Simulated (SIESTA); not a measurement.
W:

```
CELL_PARAMETERS angstrom
-1.58234 1.58234 1.58234
1.58234 -1.58234 1.58234
1.58234 1.58234 -1.58234
ATOMIC_POSITIONS crystal
W 0.00000 0.00000 0.00000
```

Base run:

```yaml
Program: SIESTA 5.4.2
Functional: revPBE
Potentials_or_basis: PseudoDojo 0.4 standard (PBE files)
Basis: DZP (energy shift 0.003 Ry; two zetas on semicore shells)
Grid_cutoff: 800 Ry
Energy_shift: 0.003 Ry
k_mesh: 12 × 12 × 12
Occupations: fermi-dirac, width 0.05 eV
Spin: no spin polarisation
```

Its results: band gap on the k mesh none (metal or under the smearing width); pressure 12.5 GPa.

The run is repeated on the same cell with these changes: functional from revPBE to PBE. What comes out?

Band gap on the k mesh none (metal or under the smearing width); pressure 9.9 GPa.

PBE binds more tightly than revPBE, so the same cell stands under less pressure.

Caveats: short orbitals over semicore shells can move pressures by several GPa; the basis of atomic orbitals isn't converged, which shifts pressures, moduli and gaps; the potentials were made for another functional, which shifts forces and pressure (some runs).
